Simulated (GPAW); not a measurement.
This GPAW 26.7.0 run on BeS needs a look.

File run.py:

```python
from ase.dft.bandgap import bandgap
from ase.io import read, write
from ase.units import GPa
from gpaw import GPAW, PW, setup_paths

setup_paths.insert(0, '.')

atoms = read('BeS.cif')

calc = GPAW(mode=PW(800),
            xc='BLYP',
            kpts={'size': (5, 5, 5), 'gamma': True},
            occupations={'name': 'fermi-dirac', 'width': 0.05},
            nbands=11,
            convergence={'density': 1e-05, 'energy': 1e-05},
            maxiter=3,
            txt='gpaw.txt')
atoms.calc = calc
energy = atoms.get_potential_energy()
forces = atoms.get_forces()
stress = atoms.get_stress()
calc.write('gs.gpw')
write('result.traj', atoms)
print(f'Energy: {energy:.6f} eV')
print('Forces (eV/A):')
print(forces.round(4))
print('Stress (GPa):', (stress / GPa).round(3))
print('Fermi level:', round(calc.get_fermi_level(), 4), 'eV')
print(f'Gap: {bandgap(calc)[0]:.4f} eV, direct: {bandgap(calc, direct=True)[0]:.4f} eV')
```

The input BeS.cif:

```cif
data_BeS
_cell_length_a 3.47459764
_cell_length_b 3.47459764
_cell_length_c 3.47459764
_cell_angle_alpha 60.00000000
_cell_angle_beta 60.00000000
_cell_angle_gamma 60.00000000
_space_group_name_H-M_alt 'P1'
_space_group_name_Hall 'P 1'
_space_group_IT_number 1
loop_
_space_group_symop_operation_xyz
'x,y,z'
loop_
_atom_site_label
_atom_site_type_symbol
_atom_site_symmetry_multiplicity
_atom_site_Wyckoff_symbol
_atom_site_fract_x
_atom_site_fract_y
_atom_site_fract_z
_atom_site_occupancy
S1 S 1 a 0.7500000000 0.7500000000 0.7500000000 1
Be1 Be 1 a 0.0000000000 0.0000000000 0.0000000000 1
```

Potentials or basis: PAW data sets generated in the run's folder for this functional, pw.

Launch:

```sh
$ gpaw-setup -f BLYP Be S
$ OMP_NUM_THREADS=1 python run.py
```

gpaw.txt:

```text
__  _  _
 | _ |_)|_||  |
 |__||  | ||/\| - 26.7.0

Input parameters:
  mode=PW(ecut=800.0),
  convergence={'density': 1e-05, 'energy': 1e-05},
  kpts=MonkhorstPack(size=(5, 5, 5), gamma=True),
  maxiter=3,
  nbands=11,
  occupations=Occupations(name='fermi-dirac', width=0.05),
  xc=XC(name='BLYP')

Diagonalizing LCAO Hamiltonian
Converting LCAO to pw mode

                      S

       Be

Atoms  # Å, Bohr magnetons
|   | symbol |        x |        y |        z |    initial magnetic moments |
|---|--------|----------|----------|----------|-----------------------------|
| 0 |      S | 5.211896 | 3.009090 | 2.127748 | ( 0.0000,  0.0000,  0.0000) |
| 1 |     Be | 0.000000 | 0.000000 | 0.000000 | ( 0.0000,  0.0000,  0.0000) |

Unit cell  # Å
| periodic |        x |        y |        z |  lengths |    angles |
|----------|----------|----------|----------|----------|-----------|
|      yes | 3.474598 | 0.000000 | 0.000000 | 3.474598 | 60.000000 |
|      yes | 1.737299 | 3.009090 | 0.000000 | 3.474598 | 60.000000 |
|      yes | 1.737299 | 1.003030 | 2.836997 | 3.474598 | 60.000000 |

[... 105 lines left out ...]
      core: 1.77  # [Å]
    projectors
    | kind |    occ | energy [eV] | rcut [Å] |
    |------|--------|-------------|----------|
    |   2s |  2.000 |      -5.469 |    0.794 |
    |   2p |  0.000 |      -1.929 |    0.794 |
    |    s |        |      21.743 |    0.794 |
    |    p |        |      25.283 |    0.794 |
    |    d |        |       0.000 |    0.794 |

    Using partial waves for Be as LCAO basis

Reference energy: -11261.708906  # eV

eigensolver:
  PPCG
  Converge bands: occupied
  niter=2

density mixing:
  MSR1-Mixer
  Pratt-step length: 0.05
  Maximum mixing coefficient: 0.75
  Old densities: 10
  SVD Regularization: 0.005
  Good broyden scale: 1.0
  Trust region scale: 1.0
  Backstep threshold: 4.0
  History deletion threshold: 6.0
  Fourier metric: weight=20.0, sigma=0.015

occupation numbers:
  Fermi-Dirac:
    width: 0.0500  # eV

poisson solver:
  ecut: 6400.0  # eV

xc functional:
  name: BLYP with 2 nearest neighbor stencil

convergence criteria:
- Maximum integral of absolute [dens]ity change: 1e-05 electrons / valence electron
- Maximum [total energy] change in last 3 cyles: 1e-05 eV / valence electron
- Maximum integral of absolute [eigenst]ate change: 4e-08 eV^2 / valence electron
maximum number of iterations: 3

SCF iterations
|iter     | |      energy | eigst |  dens |
|---------|-|-------------|-------|-------|
|iter:   1| |   -9.167206 | +0.01 |       |
|iter:   2| |   -9.146447 | -2.14 | -0.89 |
|iter:   3| |   -9.015324 | -1.93 | -0.92 |
```

On the terminal:

```text
Traceback (most recent call last):
  File "run.py", line 19, in <module>
  File "ase/atoms.py", line 1971, in get_potential_energy
  File "new/ase_interface.py", line 292, in get_potential_energy
  File "new/ase_interface.py", line 215, in calculate_property
  File "new/ase_interface.py", line 177, in iconverge
  File "new/calculation.py", line 252, in iconverge
  File "new/scf.py", line 130, in iterate
gpaw.KohnShamConvergenceError
```

What happened, and what is wrong with the input?

The run did not converge. The input holds a flaw that was put in on purpose: too few SCF iterations allowed.
